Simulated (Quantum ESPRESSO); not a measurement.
A run of Quantum ESPRESSO 7.5:

Contents of pw.in:

```
&CONTROL
  calculation = 'scf'
  prefix = 'pwscf'
  outdir = './tmp'
  pseudo_dir = './pseudo'
  tprnfor = .true.
  tstress = .true.
  disk_io = 'low'
/
&SYSTEM
  ibrav = 0
  nat = 1
  ntyp = 1
  ecutwfc = 82
  nbnd = 16
  occupations = 'smearing'
  smearing = 'mv'
  degauss = 0.01469973
/
&ELECTRONS
  conv_thr = 2d-10
  electron_maxstep = 120
  mixing_beta = 0.5
/
ATOMIC_SPECIES
Ag   107.8682 Ag.upf
CELL_PARAMETERS bohr
  -3.1287326171    3.1287326171    3.1287326171
   3.1287326171   -3.1287326171    3.1287326171
   3.1287326171    3.1287326171   -3.1287326171
ATOMIC_POSITIONS bohr
Ag     0.0000000000    0.0000000000    0.0000000000
K_POINTS automatic
11 11 11 0 0 0
```

scf2.in

```
&CONTROL
  calculation = 'scf'
  prefix = 'pwscf'
  outdir = './tmp'
  pseudo_dir = './pseudo'
  tprnfor = .true.
  tstress = .true.
  disk_io = 'low'
/
&SYSTEM
  ibrav = 0
  nat = 1
  ntyp = 1
  ecutwfc = 82
  nbnd = 16
  occupations = 'smearing'
  smearing = 'mv'
  degauss = 0.01469973
/
&ELECTRONS
  conv_thr = 1d-13
  electron_maxstep = 120
  mixing_beta = 0.5
  startingpot = 'file'
  startingwfc = 'file'
/
ATOMIC_SPECIES
Ag   107.8682 Ag.upf
CELL_PARAMETERS bohr
  -3.1287326171    3.1287326171    3.1287326171
   3.1287326171   -3.1287326171    3.1287326171
   3.1287326171    3.1287326171   -3.1287326171
ATOMIC_POSITIONS bohr
Ag     0.0000000000    0.0000000000    0.0000000000
K_POINTS automatic
11 11 11 0 0 0
```

ph.in

```
phonons of Ag
&INPUTPH
  prefix = 'pwscf'
  outdir = './tmp'
  tr2_ph = 1d-18
  fildyn = 'dyn'
  niter_ph = 90
  alpha_mix(1) = 0.4
/
0.4330127019 0.4330127019 0.4330127019
```

Potentials or basis: PseudoDojo 0.4.1 SR PBE standard.

Launch:

```console
$ OMP_NUM_THREADS=1 pw.x -in pw.in > pw.out
$ OMP_NUM_THREADS=1 pw.x -in scf2.in > scf2.out
$ OMP_NUM_THREADS=1 ph.x -in ph.in > ph.out
```

Hardware: 1 thread of Arm Neoverse V1, on a shared host.

Question: Estimate the wall time of this run.

Answer: Wall time 3.8 min on 1 thread of Arm Neoverse V1, with other jobs on the host, peak memory 0.09 GiB. Counts: scf iterations 12, k pools 1, bands 16, k points 56, g dense 12215.
